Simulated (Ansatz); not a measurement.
# Mo4H: one candidate of a structure search

The task: take a trial cell of Mo4H to zero force and stress.

Computed with Ansatz 0.2.0 (DFT PBE, scalar-relativistic, plane waves, PAW, unless a step's input says otherwise).

## (1) The system as given

Symmetry: Pm-3m, No. 221, cubic system. The conventional cell has a = 4.142 Å, b = 4.142 Å, c = 4.142 Å, α = 90.00°, β = 90.00°, γ = 90.00°. Around H (site symmetry m-3m) lie 6 Mo at 2.07 Å. Around Mo (site symmetry 4/mmm) lie 2 H at 2.07 Å. Mo (site symmetry m-3m) is surrounded by 12 Mo at 2.93 Å.

Coordinates:

```xyz
5
Lattice="4.1423 0.0000 0.0000 0.0000 4.1423 0.0000 0.0000 0.0000 4.1423" Properties=species:S:1:pos:R:3 pbc="T T T"
H     2.0711    2.0711    2.0711
Mo    0.0000    2.0711    2.0711
Mo    2.0711    2.0711    0.0000
Mo    2.0711    0.0000    2.0711
Mo    0.0000    0.0000    0.0000
```

A structure generator made this guess: species swapped into a database cell of Fe4N (Pm-3m, No. 221), with Mo on the Fe sites and H on the N sites. The dimensions are guesses.

## (2) Probe: one point on a coarse mesh

Contents of input.yaml:

```yaml
crystal:
  lattice:
    - [4.14227352, 0.0, 0.0]
    - [0.0, 4.14227352, 0.0]
    - [0.0, 0.0, 4.14227352]
  atoms:
    - { symbol: H, position: [0.5, 0.5, 0.5] }
    - { symbol: Mo, position: [0.0, 0.5, 0.5] }
    - { symbol: Mo, position: [0.5, 0.5, 0.0] }
    - { symbol: Mo, position: [0.5, 0.0, 0.5] }
    - { symbol: Mo, position: [0.0, 0.0, 0.0] }
basis:
  ecutwfc: 420
kpoints:
  mp_grid: { grid: [4, 4, 4] }
hamiltonian:
  xc: pbe
scf:
  occupations: { method: gaussian, width: 0.1 }
  lower_state_search: "off"
output:
  forces: true
  stress: true
  eigenvalues: true
```

Started as:

```sh
$ ansatz run input.yaml --threads 1 --pin off --max-ram 2048MiB --backend cpu --events-out ev --progress --plain --runs-dir out
```

The program printed, cut to the lines that bear on the results:

```text
[...]
SCF converged after 6 iterations
Free energy (F): -19838.304349 eV
[...]
E sigma→0 (E₀):  -19838.288489 eV
Entropy (-TS):   -0.031721 eV (-6.344 meV/atom)
Fermi energy:    17.999681 eV
[...]
--- Forces (eV/Å), atoms counted from 1 ---
  atom   1  H      0.00000000    -0.00000000    -0.00000000
  atom   2  Mo     0.00000000    -0.00000000    -0.00000000
  atom   3  Mo     0.00000000    -0.00000000     0.00000000
  atom   4  Mo     0.00000000    -0.00000000     0.00000000
  atom   5  Mo    -0.00000000     0.00000000     0.00000000
[...]
--- Stress (GPa, compression-positive) ---
      -14.683091       0.000000       0.000000
        0.000000     -14.683091       0.000000
       -0.000000       0.000000     -14.683091
  P = ⅓ Tr σ = -14.6831 GPa (-146.831 kbar)
--- Band table (eV; the first three rows and the last of 10) ---
[...]
```

Wall time 1.2 s (1 thread of Arm Neoverse V2, shared host); peak memory 0.3 GiB.

Read-out: pressure -14.7 GPa, largest force 0.00 eV/Å, gap on this mesh none (metal). A cheap, loose relaxation comes first.

## (3) Rough relaxation on the coarse mesh

input.yaml, as its differences from that of step 2:

```diff
@@ -24 +24,6 @@
   eigenvalues: true
+relax:
+  adjacent_minimum: "off"
+  f_tol: 0.04
+  max_steps: 70
+  cell: { stress_tol: 0.4 }
```

Started as:

```sh
$ ansatz run input.yaml --threads 1 --pin off --max-ram 2048MiB --backend cpu --events-out ev --progress --plain --runs-dir out
```

The program printed:

```text
Warning: RAYON_NUM_THREADS=1 ignored (pool sized by the plan → 1); use --threads N
Engine: ansatz 0.2.0, aarch64-unknown-linux-gnu
Pseudopotentials: kind: paw
Pseudopotential: H, paw, valence charge 1, recommended cutoff 420 eV (normal), H.paw.azcp
Pseudopotential: Mo, paw, valence charge 14, recommended cutoff 420 eV (normal), Mo.paw.azcp
Functional definition: PBE
  parameter kappa = 0.804
  parameter beta = 0.06672455060314922
  exchange = pbe_x(kappa = kappa, mu = beta*pi^2/3)
  correlation = pbe_c(beta = beta)
Crystal: 5 atoms, lattice volume = 71.075 Å³
Basis set: ecut = 420 eV, 1357 PW (Γ), exchange–correlation on 60×60×60 points (8 copies of the dense FFT grid, shifted against one another)
Bands: 35, of which v1, the nominal top of the filled ones, is band 29 counted from 1 (28 counted from 0)
Symmetry: 48 space group operations
Space group: Pm-3m (ITA 221), of the structure as read, at distance tolerance 4.1e-5 Å
k-points: 10 of 64
Non-local potential: H, projectors of the file, l = 0: 2, l = 1: 1
Non-local potential: Mo, projectors of the file, l = 0: 3, l = 1: 2, l = 2: 2, l = 3: 1
PAW form: soft (Blöchl's): semilocal exchange-correlation on the pseudo side does not see the compensation charge
PAW one-centre angular grid: H, 110 points (default); XC on 64 Gauss nodes
PAW one-centre angular grid: Mo, 590 points (default); XC on 64 Gauss nodes
Initial density: superposition of atomic densities (neutral atoms: chi_scale 0, normalization atom), corrected by the library's trained network
Initial wavefunctions: pseudopotential atomic-orbital guess
Functional: x = pbe(κ = 0.804, μ = 0.2195149727645171), c = pbe(β = 0.06672455060314922)
SCF iter   1: F=—  HF=-19838.304341 eV  |F-HF|=—  |Δ(HF+E_count)|=         —  Δρ=7.86e-3  dr2=1.99e-2  ethr=1.77e-3  ⟨swp⟩=4.8  Hψ=1195  notcnv=0
preconditioner: auto → Kerker (q_TF=auto, 2.630 Å⁻¹)  [metal: Δε(μ)=0.069 eV  Ē_g=3.972 eV  σ=0.100 eV  W_gap=0.33  n_scr=26 (ndim 8)  ℏωp=22.0 eV  f_vac=0.000  D(μ)=6.23/eV (n_scr^D=80)]
SCF iter   2: F=—  HF=-19838.304717 eV  |F-HF|=—  |Δ(HF+E_count)|=   3.76e-4  Δρ=4.35e-3  dr2=5.78e-3  ethr=3.48e-5  ⟨swp⟩=1.4  Hψ=458  notcnv=0
SCF iter   3: F=—  HF=-19838.304379 eV  |F-HF|=—  |Δ(HF+E_count)|=   3.38e-4  Δρ=4.59e-4  dr2=1.27e-4  ethr=1.01e-5  ⟨swp⟩=2.1  Hψ=410  notcnv=0
SCF iter   4: F=—  HF=-19838.304361 eV  |F-HF|=—  |Δ(HF+E_count)|=   1.74e-5  Δρ=1.02e-4  dr2=7.66e-6  ethr=2.24e-7  ⟨swp⟩=1.9  Hψ=407  notcnv=0
SCF iter   5: F=—  HF=-19838.304349 eV  |F-HF|=—  |Δ(HF+E_count)|=   1.20e-5  Δρ=2.20e-5  dr2=2.11e-7  ethr=1.34e-8  ⟨swp⟩=2.0  Hψ=434  notcnv=0
SCF iter   6: F=-19838.304349 eV  HF=-19838.304349 eV  |F-HF|=1.07e-9  |Δ(HF+E_count)|=   3.80e-8  Δρ=4.29e-6  dr2=8.39e-9  ethr=1.75e-10  ⟨swp⟩=6.8  Hψ=1240  notcnv=0
SCF 1 converged in 6 iterations: F = -19838.304349 eV  dr2 = 8.39e-9
relax step   1: F+E_penalty+E_count = -19838.30434933 eV  Δ(F+E_penalty+E_count) = +0.000e0 eV  max|allowed force component| = 2.902e-29 eV/Å  Δτ_max = 0.0000 Å  P = -14.683 GPa  Ω = 71.075 Å³  (6 SCF iters, dr2 threshold 1.00e-7 eV, accepted)
Crystal: 5 atoms, lattice volume = 61.179 Å³
Basis set: ecut = 420 eV, 1213 PW (Γ), exchange–correlation on 60×60×60 points (8 copies of the dense FFT grid, shifted against one another)
Initial density: handed on by an earlier stage of this run
Initial wavefunctions: those handed on with the density
iter 1 solved again at ethr=8.27e-5 eV; its pass at ethr=3.10e-3 eV (dr2=4.71e-2 eV) is discarded
SCF iter   1: F=—  HF=-19838.225829 eV  |F-HF|=—  |Δ(HF+E_count)|=         —  Δρ=9.97e-3  dr2=4.71e-2  ethr=8.27e-5  ⟨swp⟩=1.0  Hψ=2004  notcnv=0
preconditioner: auto → Kerker (q_TF=auto, 2.696 Å⁻¹)  [metal: Δε(μ)=0.035 eV  Ē_g=4.703 eV  σ=0.100 eV  W_gap=0.19  n_scr=18 (ndim 8)  ℏωp=23.7 eV  f_vac=0.000  D(μ)=7.29/eV (n_scr^D=92)]
SCF iter   2: F=—  HF=-19838.223085 eV  |F-HF|=—  |Δ(HF+E_count)|=   2.74e-3  Δρ=5.84e-3  dr2=1.64e-2  ethr=8.26e-5  ⟨swp⟩=2.0  Hψ=360  notcnv=0
SCF iter   3: F=—  HF=-19838.220762 eV  |F-HF|=—  |Δ(HF+E_count)|=   2.32e-3  Δρ=5.14e-4  dr2=1.09e-4  ethr=2.87e-5  ⟨swp⟩=2.0  Hψ=433  notcnv=0
SCF iter   4: F=—  HF=-19838.220787 eV  |F-HF|=—  |Δ(HF+E_count)|=   2.48e-5  Δρ=1.02e-4  dr2=3.73e-6  ethr=1.92e-7  ⟨swp⟩=2.3  Hψ=562  notcnv=0
iter 5 did not close the SCF: its close was put off for the readings that it lacked (scf_convergence_deferred on its scf_iter line)
SCF iter   5: F=-19838.220787 eV  HF=-19838.220787 eV  |F-HF|=5.74e-8  |Δ(HF+E_count)|=   2.71e-7  Δρ=1.61e-5  dr2=1.58e-7  ethr=6.55e-9  ⟨swp⟩=2.0  Hψ=484  notcnv=0
SCF iter   6: F=-19838.220787 eV  HF=-19838.220787 eV  |F-HF|=3.69e-9  |Δ(HF+E_count)|=   9.01e-9  Δρ=3.42e-6  dr2=8.66e-9  ethr=2.77e-10  ⟨swp⟩=2.8  Hψ=1300  notcnv=0
SCF 2 converged in 6 iterations: F = -19838.220787 eV  dr2 = 8.66e-9
relax step   2: F+E_penalty+E_count = -19838.22078665 eV  Δ(F+E_penalty+E_count) = +8.356e-2 eV  max|allowed force component| = 1.711e-29 eV/Å  Δτ_max = 0.0000 Å  P = +21.784 GPa  Ω = 61.179 Å³  energy of the carried Pulay correction = +4.527e-3 eV  (6 SCF iters, dr2 threshold 5.00e-7 eV, rejected (line search))
Crystal: 5 atoms, lattice volume = 66.729 Å³
Basis set: ecut = 420 eV, 1309 PW (Γ), exchange–correlation on 60×60×60 points (8 copies of the dense FFT grid, shifted against one another)
iter 1 solved again at ethr=3.97e-5 eV; its pass at ethr=3.10e-3 eV (dr2=2.26e-2 eV) is discarded
SCF iter   1: F=—  HF=-19838.541338 eV  |F-HF|=—  |Δ(HF+E_count)|=         —  Δρ=6.04e-3  dr2=2.19e-2  ethr=3.97e-5  ⟨swp⟩=1.9  Hψ=1906  notcnv=0
preconditioner: auto → Kerker (q_TF=auto, 2.658 Å⁻¹)  [metal: Δε(μ)=0.035 eV  Ē_g=4.262 eV  σ=0.100 eV  W_gap=0.19  n_scr=18 (ndim 8)  ℏωp=22.7 eV  f_vac=0.000  D(μ)=7.63/eV (n_scr^D=92)]
SCF iter   2: F=—  HF=-19838.539722 eV  |F-HF|=—  |Δ(HF+E_count)|=   1.62e-3  Δρ=3.44e-3  dr2=7.21e-3  ethr=3.83e-5  ⟨swp⟩=2.0  Hψ=360  notcnv=0
SCF iter   3: F=—  HF=-19838.538405 eV  |F-HF|=—  |Δ(HF+E_count)|=   1.32e-3  Δρ=3.71e-4  dr2=1.11e-4  ethr=1.27e-5  ⟨swp⟩=2.0  Hψ=437  notcnv=0
SCF iter   4: F=—  HF=-19838.538384 eV  |F-HF|=—  |Δ(HF+E_count)|=   2.13e-5  Δρ=1.09e-4  dr2=6.29e-6  ethr=1.95e-7  ⟨swp⟩=2.1  Hψ=459  notcnv=0
SCF iter   5: F=—  HF=-19838.538365 eV  |F-HF|=—  |Δ(HF+E_count)|=   1.89e-5  Δρ=1.90e-5  dr2=1.86e-7  ethr=1.10e-8  ⟨swp⟩=2.0  Hψ=491  notcnv=0
SCF iter   6: F=—  HF=-19838.538367 eV  |F-HF|=—  |Δ(HF+E_count)|=   2.18e-6  Δρ=4.62e-6  dr2=1.66e-8  ethr=3.26e-10  ⟨swp⟩=2.1  Hψ=586  notcnv=0
SCF iter   7: F=-19838.538367 eV  HF=-19838.538367 eV  |F-HF|=7.06e-10  |Δ(HF+E_count)|=   3.96e-9  Δρ=1.36e-6  dr2=1.44e-9  ethr=5.61e-12  ⟨swp⟩=4.3  Hψ=1145  notcnv=0
SCF 3 converged in 7 iterations: F = -19838.538367 eV  dr2 = 1.44e-9
relax step   3: F+E_penalty+E_count = -19838.53836694 eV  Δ(F+E_penalty+E_count) = -2.340e-1 eV  max|allowed force component| = 7.928e-30 eV/Å  Δτ_max = 0.0000 Å  P = -1.747 GPa  Ω = 66.729 Å³  energy of the carried Pulay correction = +1.908e-3 eV  (7 SCF iters, accepted)
Crystal: 5 atoms, lattice volume = 66.183 Å³
iter 1 solved again at ethr=3.12e-7 eV; its pass at ethr=3.10e-3 eV (dr2=1.78e-4 eV) is discarded
SCF iter   1: F=—  HF=-19838.541327 eV  |F-HF|=—  |Δ(HF+E_count)|=         —  Δρ=5.53e-4  dr2=1.59e-4  ethr=3.12e-7  ⟨swp⟩=3.0  Hψ=1879  notcnv=0
preconditioner: auto → Kerker (q_TF=auto, 2.661 Å⁻¹)  [metal: Δε(μ)=0.031 eV  Ē_g=4.305 eV  σ=0.100 eV  W_gap=0.17  n_scr=18 (ndim 8)  ℏωp=22.8 eV  f_vac=0.000  D(μ)=7.98/eV (n_scr^D=122)]
SCF iter   2: F=—  HF=-19838.541310 eV  |F-HF|=—  |Δ(HF+E_count)|=   1.75e-5  Δρ=3.24e-4  dr2=5.61e-5  ethr=2.80e-7  ⟨swp⟩=2.0  Hψ=360  notcnv=0
iter 3 did not close the SCF: its close was put off for the readings that it lacked (scf_convergence_deferred on its scf_iter line)
SCF iter   3: F=-19838.541302 eV  HF=-19838.541302 eV  |F-HF|=1.92e-8  |Δ(HF+E_count)|=   7.56e-6  Δρ=2.92e-5  dr2=3.47e-7  ethr=9.84e-8  ⟨swp⟩=2.0  Hψ=437  notcnv=0
iter 4 did not close the SCF: its close was put off for the readings that it lacked (scf_convergence_deferred on its scf_iter line)
SCF iter   4: F=-19838.541302 eV  HF=-19838.541302 eV  |F-HF|=1.93e-9  |Δ(HF+E_count)|=   7.13e-8  Δρ=4.89e-6  dr2=9.39e-9  ethr=6.08e-10  ⟨swp⟩=2.2  Hψ=513  notcnv=0
iter 5 did not close the SCF: its close was put off for the readings that it lacked (scf_convergence_deferred on its scf_iter line)
SCF iter   5: F=-19838.541302 eV  HF=-19838.541302 eV  |F-HF|=2.51e-10  |Δ(HF+E_count)|=  1.20e-10  Δρ=8.84e-7  dr2=5.83e-10  ethr=1.65e-11  ⟨swp⟩=2.7  Hψ=610  notcnv=0
SCF iter   6: F=-19838.541302 eV  HF=-19838.541302 eV  |F-HF|=1.46e-11  |Δ(HF+E_count)|=  3.27e-11  Δρ=1.91e-7  dr2=2.86e-11  ethr=1.02e-12  ⟨swp⟩=1.0  Hψ=822  notcnv=0
SCF 4 converged in 6 iterations: F = -19838.541302 eV  dr2 = 2.86e-11
relax step   4: F+E_penalty+E_count = -19838.54130238 eV  Δ(F+E_penalty+E_count) = -2.935e-3 eV  max|allowed force component| = 1.640e-29 eV/Å  Δτ_max = 0.0000 Å  P = +0.184 GPa  Ω = 66.183 Å³  energy of the carried Pulay correction = +2.156e-3 eV  (6 SCF iters, dr2 threshold 5.00e-7 eV, accepted)
Initial wavefunctions: pseudopotential atomic-orbital guess (no wavefunctions were taken with the density)
iter 1 solved again at ethr=1.61e-8 eV; its pass at ethr=3.10e-3 eV (dr2=9.15e-6 eV) is discarded
SCF iter   1: F=—  HF=-19838.539093 eV  |F-HF|=—  |Δ(HF+E_count)|=         —  Δρ=1.84e-4  dr2=2.97e-6  ethr=1.61e-8  ⟨swp⟩=3.4  Hψ=2235  notcnv=0
preconditioner: auto → Kerker (q_TF=auto, 2.661 Å⁻¹)  [metal: Δε(μ)=0.030 eV  Ē_g=4.304 eV  σ=0.100 eV  W_gap=0.17  n_scr=18 (ndim 8)  ℏωp=22.8 eV  f_vac=0.000  D(μ)=7.97/eV (n_scr^D=122)]
SCF iter   2: F=—  HF=-19838.539088 eV  |F-HF|=—  |Δ(HF+E_count)|=   4.99e-6  Δρ=9.80e-5  dr2=8.14e-7  ethr=5.22e-9  ⟨swp⟩=2.0  Hψ=360  notcnv=0
SCF iter   3: F=—  HF=-19838.539089 eV  |F-HF|=—  |Δ(HF+E_count)|=   1.05e-6  Δρ=4.13e-6  dr2=3.30e-9  ethr=1.43e-9  ⟨swp⟩=2.0  Hψ=565  notcnv=0
iter 4 did not close the SCF: its close was put off for the readings that it lacked (scf_convergence_deferred on its scf_iter line)
SCF iter   4: F=-19838.539089 eV  HF=-19838.539089 eV  |F-HF|=1.46e-11  |Δ(HF+E_count)|=   2.87e-9  Δρ=7.70e-7  dr2=2.26e-10  ethr=5.79e-12  ⟨swp⟩=2.1  Hψ=474  notcnv=0
iter 5 did not close the SCF: its close was put off for the readings that it lacked (scf_convergence_deferred on its scf_iter line)
SCF iter   5: F=-19838.539089 eV  HF=-19838.539089 eV  |F-HF|=0.00e0  |Δ(HF+E_count)|=  2.18e-11  Δρ=1.02e-7  dr2=6.30e-12  ethr=1.00e-12  ⟨swp⟩=1.0  Hψ=350  notcnv=0
SCF iter   6: F=-19838.539089 eV  HF=-19838.539089 eV  |F-HF|=3.64e-12  |Δ(HF+E_count)|=  3.64e-12  Δρ=2.42e-8  dr2=3.08e-13  ethr=1.00e-12  ⟨swp⟩=1.0  Hψ=740  notcnv=0
SCF 5 converged in 6 iterations: F = -19838.539089 eV  dr2 = 3.08e-13
relax step   5: F+E_penalty+E_count = -19838.53908941 eV  Δ(F+E_penalty+E_count) = +2.213e-3 eV  max|allowed force component| = 2.572e-29 eV/Å  Δτ_max = 0.0000 Å  P = +0.183 GPa  Ω = 66.183 Å³  stress off target by 1.83e-1 GPa  SCF on the basis re-selected at this cell (its energy is not comparable with the rows above)  (6 SCF iters)
basis re-selected at this cell: Δ(F+E_penalty+E_count) = +2.213e-3 eV, ΔP = -0.000 GPa vs the last step (what re-selecting the basis moved, of the pressure what is left beyond the Pulay correction that the steps carried, after the strain that the cell walked since its last selection, with what the two solves' SCF thresholds leave and, on support functions, any second-order correction that the steps lacked; it is no measure of the basis error at this ecutwfc). This SCF's stress stands 1.83e-1 GPa from its target on what of the cell is left free (relax.cell.stress_tol is 4.00e-1 GPa) and its largest allowed force component is 2.57e-29 eV/Å (relax.f_tol is 4.00e-2 eV/Å): within both
SCF converged after 6 iterations
Free energy (F): -19838.539089 eV
Harris-Foulkes:  -19838.539089 eV  (|F-HF|=3.64e-12)
Internal energy: -19838.499218 eV  (E = F + TS)
E sigma→0 (E₀):  -19838.519154 eV
Entropy (-TS):   -0.039871 eV (-7.974 meV/atom)
Fermi energy:    19.611279 eV
--- Per-component energies (eV) ---
  E_band       = -260.181544
  E_kinetic    = 1777.478467
  E_local      = -3259.670704  (includes V_loc(G=0)·N_el)
  E_nonlocal   = 573.134780
  E_hartree    = 1076.393880
  E_xc         = -742.805121
  E_vxc        = -927.527875  (∫ρ·V_xc dr)
  E_paw        = -12805.593757  (= ΣΔE_a)
  E_vpaw       = -576.383051  (= ΣTr[D̂ρ^β])
  E_aug_tail   = -0.000915  (compensation charges beyond the density's cutoff)
  E_ewald      = -6457.435848
  E_smearing   = -0.039871  (= −TS)
  E_closure    = 0.000000  (closes the sum)
  Σ components = -19838.539089   (vs F -19838.539089, Δ=0.00e0)
--- Forces (eV/Å), atoms counted from 1 ---
  atom   1  H      0.00000000     0.00000000    -0.00000000
  atom   2  Mo    -0.00000000    -0.00000000     0.00000000
  atom   3  Mo    -0.00000000     0.00000000    -0.00000000
  atom   4  Mo     0.00000000     0.00000000     0.00000000
  atom   5  Mo     0.00000000    -0.00000000     0.00000000
  max |Σ_I F_I| component: 1.87e-29 eV/Å
--- Stress (GPa, compression-positive) ---
        0.183318       0.000000      -0.000000
        0.000000       0.183318       0.000000
       -0.000000       0.000000       0.183318
  P = ⅓ Tr σ = 0.1833 GPa (1.833 kbar)
--- Band table (eV; the first three rows and the last of 10) ---
  k-point 0: bands = ["-41.0876", "-40.8388", "-40.8388", "-40.7736", "-15.6056", "-15.6056", "-15.6056", "-14.9282", "-14.9282", "-14.9282", "-14.9027", "-14.9027", "-14.9027", "-14.4828", "-14.4828", "-14.4828", "10.0655", "13.6439", "14.9468", "14.9468", "15.4867", "15.4867", "15.4867", "18.9181", "18.9181", "18.9181", "21.4278", "21.4278", "23.2038", "23.2038", "23.2038", "23.3385", "23.3385", "23.4625", "23.9746"]
  k-point 1: bands = ["-41.0502", "-40.8690", "-40.8385", "-40.7812", "-15.5114", "-15.5114", "-15.4618", "-15.0192", "-15.0192", "-14.9454", "-14.9121", "-14.8554", "-14.8554", "-14.6555", "-14.5449", "-14.5449", "10.6457", "14.3262", "15.4228", "15.5523", "15.8649", "16.0900", "16.0900", "18.2369", "19.3928", "19.3928", "20.3993", "20.3993", "20.4977", "21.2476", "21.6651", "22.1081", "22.2691", "22.7387", "22.7387"]
  k-point 2: bands = ["-40.9737", "-40.9417", "-40.8382", "-40.7854", "-15.3200", "-15.3200", "-15.2184", "-15.2184", "-15.1448", "-15.0616", "-14.9215", "-14.9018", "-14.7430", "-14.7430", "-14.6608", "-14.6608", "11.3675", "15.4063", "15.9195", "16.3992", "16.8050", "17.0219", "17.7848", "17.7848", "17.8264", "17.8264", "19.1882", "19.7341", "20.6834", "20.7514", "20.7514", "20.7748", "20.7748", "20.8960", "22.2024"]
  k-point 9: bands = ["-40.9044", "-40.9044", "-40.9044", "-40.8203", "-15.8468", "-15.6369", "-15.6369", "-15.6369", "-14.7365", "-14.7365", "-14.6359", "-14.6359", "-14.6359", "-14.5930", "-14.5930", "-14.5930", "14.6105", "14.9686", "14.9686", "14.9686", "15.2220", "18.4079", "18.4079", "18.4079", "18.7655", "18.7655", "18.7655", "18.8603", "18.8603", "21.1027", "21.1027", "21.1027", "23.3675", "23.3675", "23.3675"]
--- Relaxed structure (4 steps of the walk, 3 accepted, 1 SCFs on fresh bases) ---
  F+E_penalty+E_count = -19838.53908941 eV   max|allowed force component| = 2.572e-29 eV/Å   (the final SCF, on the basis selected at the relaxed cell)
  cell:  # Å, volume = 66.1827 Å³
    - [4.044965472772784, 5.135813185032629e-34, 3.851859888774472e-34]
    - [-2.5679065925163143e-34, 4.044965472772784, -1.7654357823549661e-34]
    - [5.135813185032629e-34, -1.7654357823549661e-34, 4.044965472772784]
  atoms:
    - { symbol: H, position: [0.5, 0.5, 0.5] }
    - { symbol: Mo, position: [9.290530132280472e-48, 0.5, 0.5] }
    - { symbol: Mo, position: [0.5, 0.5, 3.308882711094138e-48] }
    - { symbol: Mo, position: [0.5, -1.4593295317103388e-48, 0.5] }
    - { symbol: Mo, position: [-2.0878966388257074e-47, 2.9182099646034414e-49, -2.2024226147950504e-48] }
```

Run time: 7.5 s. Hardware: 1 thread of Arm Neoverse V2, shared host; peak memory 0.31 GiB.

Step by step:

```csv
step,E - E(step 1) (eV/cell),largest force component (eV/Å),pressure (GPa),volume (Å³)
1,0.0000,0.0000,-14.68,71.07
2,0.0836,0.0000,21.78,61.18
3,-0.2340,0.0000,-1.75,66.73
4,-0.2370,0.0000,0.18,66.18
5,-0.2347,0.0000,0.18,66.18
```

Step 1 is the start. Step 5 repeats the geometry before it on a plane-wave basis chosen anew for that cell, so its energy need not be comparable with the rows above. Step 2 was tried and not accepted.

|  | before | after | change |
| --- | --- | --- | --- |
| a (Å) | 4.142 | 4.045 | -2.3 % |
| b (Å) | 4.142 | 4.045 | -2.3 % |
| c (Å) | 4.142 | 4.045 | -2.3 % |
| volume (Å³/atom) | 14.21 | 13.24 | -6.9 % |
| shortest distance (Å) | 2.071 | 2.022 | -2.3 % |
| space group (0.01 Å) | Pm-3m | Pm-3m | same |

Forces and stress were held to the start's 48 operations: a distortion of lower symmetry was not tested.

[end of part 1 of 2]
